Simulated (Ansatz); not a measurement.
This SiO2 structure is the end of a relaxation. The cell was relaxed from a distorted copy of a database structure.

Level of theory: Ansatz, DFT PBE, scalar-relativistic, plane waves, PAW. Cutoff 420 eV, Γ-centred mesh, Gaussian smearing, no spin polarisation.

```
Si O
1.0
     4.23593    0.00000    0.00000
     0.00000    4.23593    0.00000
     0.00000    0.00000    2.69059
Si O
2 4
Direct
  0.00000 0.00000 0.50000
  0.50000 0.50000 0.00000
  0.30696 0.30696 0.50000
  0.19304 0.80696 0.00000
  0.69304 0.69304 0.50000
  0.80696 0.19304 0.00000
```

Formation energies are uncorrected and refer to the elements' standard structures at the same level (O₂ as a molecule).

Question: What space group does it have?

Answer: P4_2/mnm (No. 136), the rutile type. Conventional cell: a = 4.236 Å, c = 2.691 Å. Si has 6 O at 1.77–1.84 Å; O has 3 Si at 1.77–1.84 Å.

Question: How far does it lie from the elements in energy?

Answer: −2.588 eV/atom. Whether it is stable depends on the other phases of the system, which aren't compared here.

Question: Is it a metal?

Answer: No, the gap on the 6×6×8 mesh is 5.04 eV.

The last run used a 6×6×8 mesh (in the run's order of axes) for its 6-atom cell and Gaussian smearing of 0.02 eV. Kohn–Sham gaps at this level usually fall short of measured ones. A structure relaxed within its symmetry needn't be a true minimum.
